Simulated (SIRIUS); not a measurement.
# CaSe (Fm-3m) in SIRIUS: further runs, part 2 of 3

SIRIUS 7.12.0.

## Step 4: Equation of state, PBEsol, 25.31 Å³/atom (volume scaled by 0.98)

The input, sirius.json:

```json
{
  "control": {
    "processing_unit": "cpu",
    "std_evp_solver_name": "lapack",
    "gen_evp_solver_name": "lapack",
    "verbosity": 2,
    "print_forces": false,
    "ortho_rf": true,
    "use_second_variation": true,
    "rmt_max": 3.0,
    "num_bands_to_print": 23,
    "save_wf": true
  },
  "parameters": {
    "electronic_structure_method": "full_potential_lapwlo",
    "xc_functionals": ["XC_GGA_X_PBE_SOL", "XC_GGA_C_PBE_SOL"],
    "core_relativity": "dirac",
    "valence_relativity": "iora",
    "num_fv_states": 23,
    "smearing": "fermi_dirac",
    "smearing_width": 0.0018374661,
    "pw_cutoff": 20,
    "gk_cutoff": 3.5,
    "lmax_apw": 10,
    "lmax_rho": 8,
    "lmax_pot": 8,
    "num_mag_dims": 0,
    "auto_rmt": 0,
    "ngridk": [8, 8, 8],
    "shiftk": [0, 0, 0],
    "num_dft_iter": 80,
    "energy_tol": 1e-07,
    "density_tol": 1e-05,
    "use_symmetry": true
  },
  "settings": {"tol_ne": 1e-10},
  "iterative_solver": {"type": "exact"},
  "mixer": {"type": "anderson", "beta": 0.5, "max_history": 8},
  "unit_cell": {
    "lattice_vectors": [[0.0, 5.5485391576, 5.5485391576], [5.5485391576, 0.0, 5.5485391576], [5.5485391576, 5.5485391576, 0.0]],
    "atom_types": ["Ca", "Se"],
    "atom_files": {"Ca": "Ca.json", "Se": "Se.json"},
    "atoms": {"Ca": [[0.0, 0.0, 0.0]], "Se": [[0.5, 0.5, 0.5]]}
  }
}
```

The input, Ca.json:

```json
{
  "name": "calcium",
  "symbol": "Ca",
  "number": 20,
  "mass": 40.078,
  "rmin": 1e-06,
  "rmt": 2.4,
  "nrmt": 800,
  "rinf": 19.35,
  "core": "1s2s2p",
  "valence": [
    {"basis": [{"enu": -0.06, "dme": 0, "n": 0, "auto": 0}, {"enu": -0.06, "dme": 1, "n": 0, "auto": 0}]},
    {"l": 0, "n": 1, "basis": [{"enu": 0.04, "dme": 0, "n": 0, "auto": 0}]},
    {"l": 1, "n": 2, "basis": [{"enu": 0.04, "dme": 0, "n": 0, "auto": 0}]},
    {"l": 2, "n": 3, "basis": [{"enu": 0.04, "dme": 0, "n": 0, "auto": 0}]},
    {"l": 3, "n": 4, "basis": [{"enu": 0.04, "dme": 0, "n": 0, "auto": 0}]}
  ],
  "lo": [
    {"l": 0, "basis": [{"enu": 0.04, "dme": 0, "n": 0, "auto": 0}, {"enu": 0.04, "dme": 1, "n": 0, "auto": 0}]},
    {
      "l": 0,
      "basis": [{"enu": -1.5375, "dme": 0, "n": 3, "auto": 1}, {"enu": -1.5375, "dme": 1, "n": 3, "auto": 1}]
    },
    {
      "l": 0,
      "basis": [{"enu": -1.5375, "dme": 1, "n": 3, "auto": 1}, {"enu": 0.04, "dme": 0, "n": 0, "auto": 0}]
    },
    {"l": 0, "basis": [{"enu": 0.04, "dme": 0, "n": 0, "auto": 0}, {"enu": 2.8178, "dme": 0, "n": 0, "auto": 0}]},
    {"l": 1, "basis": [{"enu": 0.04, "dme": 0, "n": 0, "auto": 0}, {"enu": 0.04, "dme": 1, "n": 0, "auto": 0}]},
    {
      "l": 1,
      "basis": [{"enu": -0.8468, "dme": 0, "n": 3, "auto": 1}, {"enu": -0.8468, "dme": 1, "n": 3, "auto": 1}]
    },
    {
      "l": 1,
      "basis": [{"enu": -0.8468, "dme": 1, "n": 3, "auto": 1}, {"enu": 0.04, "dme": 0, "n": 0, "auto": 0}]
    },
    {"l": 1, "basis": [{"enu": 0.04, "dme": 0, "n": 0, "auto": 0}, {"enu": 3.2344, "dme": 0, "n": 0, "auto": 0}]},
    {"l": 2, "basis": [{"enu": 0.04, "dme": 0, "n": 0, "auto": 0}, {"enu": 0.04, "dme": 1, "n": 0, "auto": 0}]},
    {"l": 2, "basis": [{"enu": 0.04, "dme": 1, "n": 0, "auto": 0}, {"enu": 0.04, "dme": 2, "n": 0, "auto": 0}]},
    {"l": 2, "basis": [{"enu": 0.04, "dme": 0, "n": 0, "auto": 0}, {"enu": 2.7483, "dme": 0, "n": 0, "auto": 0}]},
    {"l": 3, "basis": [{"enu": 0.04, "dme": 0, "n": 0, "auto": 0}, {"enu": 0.04, "dme": 1, "n": 0, "auto": 0}]}
  ],
  "free_atom": [... radial grid and density of the free atom, the start of the SCF ...]
}
```

The input, Se.json:

```json
{
  "name": "selenium",
  "symbol": "Se",
  "number": 34,
  "mass": 78.96,
  "rmin": 1e-06,
  "rmt": 2.4,
  "nrmt": 800,
  "rinf": 13.6,
  "core": "1s2s2p3s",
  "valence": [
    {"basis": [{"enu": -0.06, "dme": 0, "n": 0, "auto": 0}, {"enu": -0.06, "dme": 1, "n": 0, "auto": 0}]},
    {"l": 0, "n": 1, "basis": [{"enu": -0.1083, "dme": 0, "n": 0, "auto": 0}]},
    {"l": 1, "n": 2, "basis": [{"enu": 0.04, "dme": 0, "n": 0, "auto": 0}]},
    {"l": 2, "n": 3, "basis": [{"enu": 0.04, "dme": 0, "n": 0, "auto": 0}]},
    {"l": 3, "n": 4, "basis": [{"enu": 0.04, "dme": 0, "n": 0, "auto": 0}]}
  ],
  "lo": [
    {
      "l": 0,
      "basis": [{"enu": -0.1083, "dme": 0, "n": 0, "auto": 0}, {"enu": -0.1083, "dme": 1, "n": 0, "auto": 0}]
    },
    {
      "l": 0,
      "basis": [{"enu": -0.1083, "dme": 1, "n": 0, "auto": 0}, {"enu": -0.1083, "dme": 2, "n": 0, "auto": 0}]
    },
    {
      "l": 0,
      "basis": [{"enu": -0.1083, "dme": 0, "n": 0, "auto": 0}, {"enu": 1.975, "dme": 0, "n": 0, "auto": 0}]
    },
    {"l": 1, "basis": [{"enu": 0.04, "dme": 0, "n": 0, "auto": 0}, {"enu": 0.04, "dme": 1, "n": 0, "auto": 0}]},
    {
      "l": 1,
      "basis": [{"enu": -5.3206, "dme": 0, "n": 3, "auto": 1}, {"enu": -5.3206, "dme": 1, "n": 3, "auto": 1}]
    },
    {
      "l": 1,
      "basis": [{"enu": -5.3206, "dme": 1, "n": 3, "auto": 1}, {"enu": 0.04, "dme": 0, "n": 0, "auto": 0}]
    },
    {"l": 1, "basis": [{"enu": 0.04, "dme": 0, "n": 0, "auto": 0}, {"enu": 3.2344, "dme": 0, "n": 0, "auto": 0}]},
    {"l": 2, "basis": [{"enu": 0.04, "dme": 0, "n": 0, "auto": 0}, {"enu": 0.04, "dme": 1, "n": 0, "auto": 0}]},
    {
      "l": 2,
      "basis": [{"enu": -1.6795, "dme": 0, "n": 3, "auto": 1}, {"enu": -1.6795, "dme": 1, "n": 3, "auto": 1}]
    },
    {
      "l": 2,
      "basis": [{"enu": -1.6795, "dme": 1, "n": 3, "auto": 1}, {"enu": 0.04, "dme": 0, "n": 0, "auto": 0}]
    },
    {"l": 2, "basis": [{"enu": 0.04, "dme": 0, "n": 0, "auto": 0}, {"enu": 3.6511, "dme": 0, "n": 0, "auto": 0}]},
    {"l": 3, "basis": [{"enu": 0.04, "dme": 0, "n": 0, "auto": 0}, {"enu": 0.04, "dme": 1, "n": 0, "auto": 0}]},
    {"l": 3, "basis": [{"enu": 0.04, "dme": 0, "n": 0, "auto": 0}, {"enu": 3.0608, "dme": 0, "n": 0, "auto": 0}]}
  ],
  "free_atom": [... radial grid and density of the free atom, the start of the SCF ...]
}
```

The input, sirius_start.json:

```json
{
  "control": {
    "processing_unit": "cpu",
    "std_evp_solver_name": "lapack",
    "gen_evp_solver_name": "lapack",
    "verbosity": 1,
    "print_forces": false,
    "ortho_rf": true,
    "use_second_variation": true,
    "rmt_max": 3.0,
    "num_bands_to_print": 23,
    "save_wf": false
  },
  "parameters": {
    "electronic_structure_method": "full_potential_lapwlo",
    "xc_functionals": ["XC_LDA_X", "XC_LDA_C_PW"],
    "core_relativity": "dirac",
    "valence_relativity": "iora",
    "num_fv_states": 23,
    "smearing": "fermi_dirac",
    "smearing_width": 0.0055123983,
    "pw_cutoff": 20,
    "gk_cutoff": 2.8,
    "lmax_apw": 10,
    "lmax_rho": 8,
    "lmax_pot": 8,
    "num_mag_dims": 0,
    "auto_rmt": 0,
    "ngridk": [3, 3, 3],
    "shiftk": [0, 0, 0],
    "num_dft_iter": 30,
    "energy_tol": 0.01,
    "density_tol": 0.05,
    "use_symmetry": true
  },
  "settings": {"tol_ne": 1e-10},
  "iterative_solver": {"type": "exact"},
  "mixer": {"type": "anderson", "beta": 0.5, "max_history": 8},
  "unit_cell": {
    "lattice_vectors": [[0.0, 5.5485391576, 5.5485391576], [5.5485391576, 0.0, 5.5485391576], [5.5485391576, 5.5485391576, 0.0]],
    "atom_types": ["Ca", "Se"],
    "atom_files": {"Ca": "Ca.json", "Se": "Se.json"},
    "atoms": {"Ca": [[0.0, 0.0, 0.0]], "Se": [[0.5, 0.5, 0.5]]}
  }
}
```

The run is started by

```console
OMP_NUM_THREADS=1 sirius.scf --input=sirius_start.json --output=start.json
OMP_NUM_THREADS=1 sirius.scf --input=sirius.json --output=output.json --task=1
```

It took 51 s on 1 thread of Arm Neoverse V1, shared host; peak memory 0.46 GiB.

The run converged. Its results:

```
Free energy                                       : -84580.3303 eV
Band gap on the k mesh                            : 1.88 eV, indirect (least direct gap 2.85 eV)
All electrons inside the program's atomic spheres : Se 32.60; Ca 18.17 (radii Ca 2.4, Se 2.4 bohr)
```

## Step 5: Equation of state, PBEsol, 25.83 Å³/atom

sirius.json: that of step 4 with these lines changed.

```diff
@@ -39,3 +39,3 @@
   "unit_cell": {
-    "lattice_vectors": [[0.0, 5.5485391576, 5.5485391576], [5.5485391576, 0.0, 5.5485391576], [5.5485391576, 5.5485391576, 0.0]],
+    "lattice_vectors": [[0.0, 5.5860304244, 5.5860304244], [5.5860304244, 0.0, 5.5860304244], [5.5860304244, 5.5860304244, 0.0]],
     "atom_types": ["Ca", "Se"],
```

The input, Ca.json:

```json
{
  "name": "calcium",
  "symbol": "Ca",
  "number": 20,
  "mass": 40.078,
  "rmin": 1e-06,
  "rmt": 2.4,
  "nrmt": 800,
  "rinf": 19.35,
  "core": "1s2s2p",
  "valence": [
    {"basis": [{"enu": -0.07, "dme": 0, "n": 0, "auto": 0}, {"enu": -0.07, "dme": 1, "n": 0, "auto": 0}]},
    {"l": 0, "n": 1, "basis": [{"enu": 0.03, "dme": 0, "n": 0, "auto": 0}]},
    {"l": 1, "n": 2, "basis": [{"enu": 0.03, "dme": 0, "n": 0, "auto": 0}]},
    {"l": 2, "n": 3, "basis": [{"enu": 0.03, "dme": 0, "n": 0, "auto": 0}]},
    {"l": 3, "n": 4, "basis": [{"enu": 0.03, "dme": 0, "n": 0, "auto": 0}]}
  ],
  "lo": [
    {"l": 0, "basis": [{"enu": 0.03, "dme": 0, "n": 0, "auto": 0}, {"enu": 0.03, "dme": 1, "n": 0, "auto": 0}]},
    {
      "l": 0,
      "basis": [{"enu": -1.5475, "dme": 0, "n": 3, "auto": 1}, {"enu": -1.5475, "dme": 1, "n": 3, "auto": 1}]
    },
    {
      "l": 0,
      "basis": [{"enu": -1.5475, "dme": 1, "n": 3, "auto": 1}, {"enu": 0.03, "dme": 0, "n": 0, "auto": 0}]
    },
    {"l": 0, "basis": [{"enu": 0.03, "dme": 0, "n": 0, "auto": 0}, {"enu": 2.8078, "dme": 0, "n": 0, "auto": 0}]},
    {"l": 1, "basis": [{"enu": 0.03, "dme": 0, "n": 0, "auto": 0}, {"enu": 0.03, "dme": 1, "n": 0, "auto": 0}]},
    {
      "l": 1,
      "basis": [{"enu": -0.8568, "dme": 0, "n": 3, "auto": 1}, {"enu": -0.8568, "dme": 1, "n": 3, "auto": 1}]
    },
    {
      "l": 1,
      "basis": [{"enu": -0.8568, "dme": 1, "n": 3, "auto": 1}, {"enu": 0.03, "dme": 0, "n": 0, "auto": 0}]
    },
    {"l": 1, "basis": [{"enu": 0.03, "dme": 0, "n": 0, "auto": 0}, {"enu": 3.2244, "dme": 0, "n": 0, "auto": 0}]},
    {"l": 2, "basis": [{"enu": 0.03, "dme": 0, "n": 0, "auto": 0}, {"enu": 0.03, "dme": 1, "n": 0, "auto": 0}]},
    {"l": 2, "basis": [{"enu": 0.03, "dme": 1, "n": 0, "auto": 0}, {"enu": 0.03, "dme": 2, "n": 0, "auto": 0}]},
    {"l": 2, "basis": [{"enu": 0.03, "dme": 0, "n": 0, "auto": 0}, {"enu": 2.7383, "dme": 0, "n": 0, "auto": 0}]},
    {"l": 3, "basis": [{"enu": 0.03, "dme": 0, "n": 0, "auto": 0}, {"enu": 0.03, "dme": 1, "n": 0, "auto": 0}]}
  ],
  "free_atom": [... radial grid and density of the free atom, the start of the SCF ...]
}
```

The input, Se.json:

```json
{
  "name": "selenium",
  "symbol": "Se",
  "number": 34,
  "mass": 78.96,
  "rmin": 1e-06,
  "rmt": 2.4,
  "nrmt": 800,
  "rinf": 13.6,
  "core": "1s2s2p3s",
  "valence": [
    {"basis": [{"enu": -0.07, "dme": 0, "n": 0, "auto": 0}, {"enu": -0.07, "dme": 1, "n": 0, "auto": 0}]},
    {"l": 0, "n": 1, "basis": [{"enu": -0.1183, "dme": 0, "n": 0, "auto": 0}]},
    {"l": 1, "n": 2, "basis": [{"enu": 0.03, "dme": 0, "n": 0, "auto": 0}]},
    {"l": 2, "n": 3, "basis": [{"enu": 0.03, "dme": 0, "n": 0, "auto": 0}]},
    {"l": 3, "n": 4, "basis": [{"enu": 0.03, "dme": 0, "n": 0, "auto": 0}]}
  ],
  "lo": [
    {
      "l": 0,
      "basis": [{"enu": -0.1183, "dme": 0, "n": 0, "auto": 0}, {"enu": -0.1183, "dme": 1, "n": 0, "auto": 0}]
    },
    {
      "l": 0,
      "basis": [{"enu": -0.1183, "dme": 1, "n": 0, "auto": 0}, {"enu": -0.1183, "dme": 2, "n": 0, "auto": 0}]
    },
    {
      "l": 0,
      "basis": [{"enu": -0.1183, "dme": 0, "n": 0, "auto": 0}, {"enu": 1.965, "dme": 0, "n": 0, "auto": 0}]
    },
    {"l": 1, "basis": [{"enu": 0.03, "dme": 0, "n": 0, "auto": 0}, {"enu": 0.03, "dme": 1, "n": 0, "auto": 0}]},
    {
      "l": 1,
      "basis": [{"enu": -5.3306, "dme": 0, "n": 3, "auto": 1}, {"enu": -5.3306, "dme": 1, "n": 3, "auto": 1}]
    },
    {
      "l": 1,
      "basis": [{"enu": -5.3306, "dme": 1, "n": 3, "auto": 1}, {"enu": 0.03, "dme": 0, "n": 0, "auto": 0}]
    },
    {"l": 1, "basis": [{"enu": 0.03, "dme": 0, "n": 0, "auto": 0}, {"enu": 3.2244, "dme": 0, "n": 0, "auto": 0}]},
    {"l": 2, "basis": [{"enu": 0.03, "dme": 0, "n": 0, "auto": 0}, {"enu": 0.03, "dme": 1, "n": 0, "auto": 0}]},
    {
      "l": 2,
      "basis": [{"enu": -1.6895, "dme": 0, "n": 3, "auto": 1}, {"enu": -1.6895, "dme": 1, "n": 3, "auto": 1}]
    },
    {
      "l": 2,
      "basis": [{"enu": -1.6895, "dme": 1, "n": 3, "auto": 1}, {"enu": 0.03, "dme": 0, "n": 0, "auto": 0}]
    },
    {"l": 2, "basis": [{"enu": 0.03, "dme": 0, "n": 0, "auto": 0}, {"enu": 3.6411, "dme": 0, "n": 0, "auto": 0}]},
    {"l": 3, "basis": [{"enu": 0.03, "dme": 0, "n": 0, "auto": 0}, {"enu": 0.03, "dme": 1, "n": 0, "auto": 0}]},
    {"l": 3, "basis": [{"enu": 0.03, "dme": 0, "n": 0, "auto": 0}, {"enu": 3.0508, "dme": 0, "n": 0, "auto": 0}]}
  ],
  "free_atom": [... radial grid and density of the free atom, the start of the SCF ...]
}
```

sirius_start.json: that of step 4 with these lines changed.

```diff
@@ -39,3 +39,3 @@
   "unit_cell": {
-    "lattice_vectors": [[0.0, 5.5485391576, 5.5485391576], [5.5485391576, 0.0, 5.5485391576], [5.5485391576, 5.5485391576, 0.0]],
+    "lattice_vectors": [[0.0, 5.5860304244, 5.5860304244], [5.5860304244, 0.0, 5.5860304244], [5.5860304244, 5.5860304244, 0.0]],
     "atom_types": ["Ca", "Se"],
```

The run is started by

```console
OMP_NUM_THREADS=1 sirius.scf --input=sirius_start.json --output=start.json
OMP_NUM_THREADS=1 sirius.scf --input=sirius.json --output=output.json --task=1
```

Run time: 51 s. Hardware: 1 thread of Arm Neoverse V1, shared host; peak memory 0.46 GiB.

Results (log left out):

* Free energy: -84580.3260 eV
* Band gap on the k mesh: 1.93 eV, indirect (least direct gap 2.88 eV)
* All electrons inside the program's atomic spheres: Se 32.59; Ca 18.16 (radii Ca 2.4, Se 2.4 bohr)

## Step 6: Equation of state, PBEsol, 26.35 Å³/atom (volume scaled by 1.02)

sirius.json: that of step 5 with these lines changed.

```diff
@@ -39,3 +39,3 @@
   "unit_cell": {
-    "lattice_vectors": [[0.0, 5.5860304244, 5.5860304244], [5.5860304244, 0.0, 5.5860304244], [5.5860304244, 5.5860304244, 0.0]],
+    "lattice_vectors": [[0.0, 5.6230250816, 5.6230250816], [5.6230250816, 0.0, 5.6230250816], [5.6230250816, 5.6230250816, 0.0]],
     "atom_types": ["Ca", "Se"],
```

Ca.json is that of step 5.

Se.json is that of step 5.

sirius_start.json: that of step 5 with these lines changed.

```diff
@@ -39,3 +39,3 @@
   "unit_cell": {
-    "lattice_vectors": [[0.0, 5.5860304244, 5.5860304244], [5.5860304244, 0.0, 5.5860304244], [5.5860304244, 5.5860304244, 0.0]],
+    "lattice_vectors": [[0.0, 5.6230250816, 5.6230250816], [5.6230250816, 0.0, 5.6230250816], [5.6230250816, 5.6230250816, 0.0]],
     "atom_types": ["Ca", "Se"],
```

Potentials or basis: all-electron FP-LAPW, apw+lo standard.

The run is started by

```console
OMP_NUM_THREADS=1 sirius.scf --input=sirius_start.json --output=start.json
OMP_NUM_THREADS=1 sirius.scf --input=sirius.json --output=output.json --task=1
```

Run time: 53 s. Hardware: 1 thread of Arm Neoverse V1, shared host; peak memory 0.47 GiB.

Results (log left out):

```
Free energy                                       : -84580.3161 eV
Band gap on the k mesh                            : 1.98 eV, indirect (least direct gap 2.91 eV)
All electrons inside the program's atomic spheres : Se 32.58; Ca 18.15 (radii Ca 2.4, Se 2.4 bohr)
```

(Continued in part 3 of 3.)
